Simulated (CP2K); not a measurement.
Here is a CP2K 2026.2 calculation.

The input mgse_scf.inp:

```
&GLOBAL
  PROJECT mgse_scf
  RUN_TYPE ENERGY_FORCE
  PRINT_LEVEL LOW
&END GLOBAL
&FORCE_EVAL
  METHOD QS
  STRESS_TENSOR ANALYTICAL
  &DFT
    BASIS_SET_FILE_NAME BASIS_MOLOPT_UZH
    POTENTIAL_FILE_NAME POTENTIAL_UZH
    &MGRID
      CUTOFF 1400
      REL_CUTOFF 60
      NGRIDS 5
    &END MGRID
    &QS
      METHOD GPW
      EPS_DEFAULT 1.0E-10
    &END QS
    &KPOINTS
      SCHEME MONKHORST-PACK 8 8 8
      GAMMA_CENTERED T
      SYMMETRY T
      SYMMETRY_BACKEND SPGLIB
    &END KPOINTS
    &SCF
      SCF_GUESS ATOMIC
      EPS_SCF 1.0E-6
      MAX_SCF 100
      ADDED_MOS 10
      CHOLESKY OFF
      EPS_EIGVAL 1.0E-7
      &DIAGONALIZATION ON
        ALGORITHM STANDARD
      &END DIAGONALIZATION
      &MIXING ON
        METHOD BROYDEN_MIXING
        ALPHA 0.4
        BETA 1.5
        NBUFFER 8
      &END MIXING
      &SMEAR ON
        METHOD GAUSSIAN
        SIGMA [eV] 0.1
      &END SMEAR
    &END SCF
    &XC
      &XC_FUNCTIONAL
        &GGA_X_PBE_SOL
        &END GGA_X_PBE_SOL
        &GGA_C_PBE_SOL
        &END GGA_C_PBE_SOL
      &END XC_FUNCTIONAL
    &END XC
    &PRINT
      &KPOINTS ON
      &END KPOINTS
      &MULLIKEN ON
      &END MULLIKEN
      &MO ON
        ENERGIES T
        OCCUPATION_NUMBERS T
        &EACH
          QS_SCF 0
        &END EACH
        ADD_LAST NUMERIC
      &END MO
      &E_DENSITY_CUBE ON
        STRIDE 2
      &END E_DENSITY_CUBE
      &V_HARTREE_CUBE ON
        STRIDE 2
      &END V_HARTREE_CUBE
      &ELF_CUBE ON
        STRIDE 2
      &END ELF_CUBE
    &END PRINT
  &END DFT
  &SUBSYS
    &CELL
      ABC 3.8544390642 3.8544390643 3.8544390643
      ALPHA_BETA_GAMMA 60.0000000001 60.0000000007 60.0000000005
      PERIODIC XYZ
    &END CELL
    &COORD
      SCALED
      Se  0.5000000000 0.5000000000 0.5000000000
      Mg  0.0000000000 0.0000000000 0.0000000000
    &END COORD
    &KIND Se
      BASIS_SET TZVP-MOLOPT-PBE-GTH-q6
      POTENTIAL GTH-PBE-q6
    &END KIND
    &KIND Mg
      BASIS_SET TZVP-MOLOPT-PBE-GTH-q10
      POTENTIAL GTH-PBE-q10
    &END KIND
    &PRINT
      &ATOMIC_COORDINATES ON
      &END ATOMIC_COORDINATES
      &CELL ON
      &END CELL
    &END PRINT
  &END SUBSYS
  &PRINT
    &FORCES ON
    &END FORCES
    &STRESS_TENSOR ON
    &END STRESS_TENSOR
  &END PRINT
&END FORCE_EVAL
```

Potentials or basis: POTENTIAL_UZH Se GTH-PBE-q6, Mg GTH-PBE-q10; TZVP-MOLOPT-PBE-GTH basis.

The run is started by

```console
$ OMP_NUM_THREADS=1 cp2k.psmp -i mgse_scf.inp -o mgse_scf.out
```

**Question.** Estimate the band gap on the k mesh.

**Answer.** 1.58 eV, indirect (least direct gap 2.37 eV).

**Question.** Estimate the pressure.

**Answer.** 2.5 GPa.

**Question.** Estimate the Mulliken charges.

**Answer.** Se -0.92; Mg +0.92 e.

Caveat: the potentials were made for another functional, which shifts forces and pressure; the basis of atomic orbitals isn't converged, which shifts pressures, moduli and gaps. A k mesh can miss the band edges.
